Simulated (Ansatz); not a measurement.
# Silicon, bcc under LDA: structure, energy and stiffness

Aim: take silicon in the bcc structure, relax it, solve it on a dense k-mesh, switch on spin-orbit coupling, then scale the cell to 7 volumes from 88 to 112 % of the relaxed one and try a fit of the equation of state. The k-meshes are 14×14×14 for the relaxation; 24×24×24 for the dense run; 14×14×14 for spin-orbit coupling; 16×16×16 for the volumes.

This is Si in the bcc structure; at room conditions it is diamond.

Method: DFT LDA (PW92), plane waves (420 eV) with PAW, scalar-relativistic; PBE-made PAW files, in Ansatz 0.2.0.

## 1. The starting structure

Symmetry: Im-3m, No. 229, cubic system. Conventional cell: a = 3.108 Å, b = 3.108 Å, c = 3.108 Å, α = 90.00°, β = 90.00°, γ = 90.00°. Si (site symmetry m-3m) is surrounded by 8 Si at 2.69 Å.

Coordinates:

```xyz
1
Lattice="-1.5541 1.5541 1.5541 1.5541 -1.5541 1.5541 1.5541 1.5541 -1.5541" Properties=species:S:1:pos:R:3 pbc="T T T"
Si    0.0000    0.0000    0.0000
```

## 2. Geometry optimisation

input.yaml

```yaml
crystal:
  lattice:
    - [-1.5541499093, 1.5541499093, 1.5541499093]
    - [1.5541499093, -1.5541499093, 1.5541499093]
    - [1.5541499093, 1.5541499093, -1.5541499093]
  atoms:
    - { symbol: Si, position: [0.0, 0.0, 0.0] }
hamiltonian:
  xc: lda
  pseudopotentials:
    kind: paw
    azcp:
      Si: "pseudopotentials/Si.paw.azcp"
basis:
  ecutwfc: 420
  fft_grid_basis: typed
kpoints:
  mp_grid: { grid: [14, 14, 14], shift: [0, 0, 0] }
magnetization:
  spin_polarized: false
scf:
  occupations: { method: fermi_dirac, width: 0.1 }
relax:
  max_steps: 60
  f_tol: 0.01
  cell: {}
output:
  write_density: true
  write_potential: true
  elf: true
  volumetric_format: npy
```

The runs that follow: The energy on a finer k-mesh; Spin-orbit coupling switched on; Volume × 0.88; Volume × 0.92; Volume × 0.96; Volume × 1.0; Volume × 1.04; Volume × 1.08; Volume × 1.12.

**Question.** What will these runs give? Wanted: space group; conventional cell; volume; shortest distance; gap on the mesh; relative to diamond; V₀, B₀, B₀′.

As calculated:

```
                      quantity                         value
space group (spins left aside)               Im-3m (No. 229)
             conventional cell                   a = 3.043 Å
                        volume                14.094 Å³/atom
             shortest distance                       2.636 Å
               gap on the mesh  none (levels filled in part)
           relative to diamond                 +436 meV/atom
                   V₀, B₀, B₀′  14.117 Å³/atom, 102 GPa, 4.1
```

What this shows: From the guessed start the volume shrank by 6.1 % in 5 steps. Against the reference form of silicon (diamond, computed apart with the same settings) it stands 436 meV/atom higher, so it is far from stable. Levels at the Fermi energy are filled in part, as in a metal. The total energy of the spin-orbit run (on a coarser mesh) lies -10 meV/atom from the scalar one; mesh and treatment of the core enter this figure, so it is no spin-orbit energy. The fitted modulus is 102 GPa. Relaxation kept the symmetry; phonons were not checked.
